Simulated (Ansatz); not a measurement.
AlCo: strain energy, fitted

AlCo, Pm-3m, a = 2.823 Å. The structure is a Materials Project entry; whether it is the stable form wasn't checked. Ansatz: PBEsol, PAW, 420 eV, Γ-centred 18×18×18 mesh on 2 atoms, Gaussian smearing 0.10 eV; no spin polarisation. Series: biaxial strain in the a-b plane, c and atoms relaxed; x is the strain in per cent. y is the free energy over the unstrained cell, V0 = 11.244 Å³/atom.

| x (%) | y (meV/atom) |
| --- | --- |
| -3.0 | ? |
| -2.0 | 9.29 |
| -1.0 | 2.39 |
| 0.0 | 0.00 |
| 1.0 | 2.44 |
| 2.0 | 9.61 |
| 3.0 | 21.22 |

Problem. Fit y = c2 x² + c3 x³ to the other rows, turn c2 into a modulus, and predict the missing energy.

Solution. Least squares on the rows shown. y = 2.3476 x² + 0.0059296 x³. In eV per unit strain² c2 is 23.48; M is the biaxial modulus (E = M V0 ε²): 23.48 × 160.2 / (11.244) = 334 GPa. At x = -3.0 the fit asked for gives 20.97 meV/atom. The run gave 20.12 meV/atom, so the fit is 0.85 meV/atom too high, 4 % of the span of the series, against an rms of 0.10 meV/atom on the fitted rows. The row lies outside the fitted range. With a term in x⁴ added, a fit to the same known rows predicts 20.12 meV/atom, so most of the miss is curvature that the known rows already hold.